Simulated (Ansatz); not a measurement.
**Nb: band structure with r2SCAN**

Crystal: Nb.

```
CELL_PARAMETERS angstrom
-1.66395 1.66395 1.66395
1.66395 -1.66395 1.66395
1.66395 1.66395 -1.66395
ATOMIC_POSITIONS crystal
Nb 0.00000 0.00000 0.00000
```

```yaml
Program: Ansatz 0.2.0
Task: band structure
Functional: r2SCAN
Potentials_or_basis: Ansatz PAW
Cutoff: "500 eV (not typed: the program's choice for these potentials)"
k_mesh: 8 × 8 × 8
Occupations: fermi-dirac, width 0.05 eV
Spin: spin-orbit coupling, no magnetisation
Path: "[[\"G\", \"H\", \"N\", \"G\", \"P\", \"H\"], [\"P\", \"N\"]]"
Points_for_each_segment_of_the_path: 14
```

```json
{"Pressure": "-3.6 GPa", "Band gap on the k mesh": "none (metal or under the smearing width)"}
```

Levels at the corners of the path, in eV from the Fermi level:
| point | band 10 | band 11 | band 12 | band 13 | band 14 | band 15 |
| --- | --- | --- | --- | --- | --- | --- |
| Γ | -6.11 | 0.52 | 0.52 | 0.52 | 0.52 | 0.63 |
| H | -3.64 | -3.64 | -3.64 | 5.76 | 5.76 | 5.76 |
| N | -3.69 | -1.53 | -1.53 | 2.25 | 2.25 | 3.60 |
| Γ | -6.11 | 0.52 | 0.52 | 0.52 | 0.52 | 0.63 |
| P | -1.16 | -1.01 | -1.01 | -1.01 | -1.01 | 4.45 |
| H | -3.64 | -3.64 | -3.64 | 5.76 | 5.76 | 5.76 |
| P | -1.16 | -1.01 | -1.01 | -1.01 | -1.01 | 4.45 |
| N | -3.69 | -1.53 | -1.53 | 2.25 | 2.25 | 3.60 |

It took 8.2 s on 2 threads of Intel(R) Xeon(R) Processor @ 2.70GHz (shared host), peak memory 0.42 GiB.

Caveat: the PAW data sets come from PBE, with cores solved anew for the run's functional, which leaves a small shift of forces and pressure.
